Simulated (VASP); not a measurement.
Crystal: PbSe.

```
Pb Se
1.0
     0.00000    3.18910    3.04845
     3.18910    0.00000    3.04845
     3.18910    3.18910    0.00000
Pb Se
1 1
Direct
  0.00000 0.00000 0.00000
  0.50000 0.50000 0.50000
```

Measurements of this composition are mostly on another form, of space group No. 225.

The cell isn't the ideal one: epitaxial_xy strain +3.9%.

Base run:

- Program: VASP 6.6.1
- Functional: r2SCAN
- Potentials or basis: VASP PAW PBE potentials, release 64 (Pb_d, Se)
- Cutoff: 520 eV
- k mesh: 8 × 8 × 8
- Occupations: gaussian, width 0.01 eV
- Spin: no spin polarisation

Its results: band gap on the k mesh 0.76 eV, direct; pressure -2.1 GPa.

**Question.** The run is repeated on the same cell with these changes: functional from r2SCAN to PBE; occupations from gaussian, width 0.01 eV to fermi-dirac, width 0.02 eV. What comes out?

**Answer.** Band gap on the k mesh 0.47 eV, direct; pressure -1.1 GPa.

Caveats: spin-orbit coupling is left out, which as a rule narrows the gap of such compounds by several tenths of an eV; the PAW data sets were made with another functional, which shifts forces and pressure a little (some runs).

A k mesh can miss the band edges.
